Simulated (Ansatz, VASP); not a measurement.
**One calculation of TiN, two programs**

```
Ti N
1.0
     0.00000    2.05906    2.05906
     2.05906    0.00000    2.05906
     2.05906    2.05906    0.00000
Ti N
1 1
Direct
  0.00000 0.00000 0.00000
  0.50000 0.50000 0.50000
```

Alike in both runs: task single point; functional PBEsol; k mesh 18 × 18 × 18; occupations gaussian, width 0.1 eV; no spin polarisation.

```csv
,VASP,Ansatz
version,VASP 6.6.1,Ansatz 0.2.0
potentials or method,"VASP PAW PBE potentials, release 64 (Ti_sv, N)","scalar-relativistic, plane waves, PAW"
plane-wave cutoff (eV),520,420
valence electrons in the cell,17,17
```

Ansatz gave:

* gap on the k mesh at the Fermi level (eV): none
* pressure (GPa): 21.2

Estimate VASP's values.

gap on the k mesh at the Fermi level (eV): none; pressure (GPa): 21.7.

A gap of «none» marks a metal or a gap that the smearing closes.

Caveats: so large a pressure means that the cell lies far from this level's equilibrium, or that cutoff or potentials fall short (VASP); the potentials were made for another functional, which shifts forces and pressure (VASP).
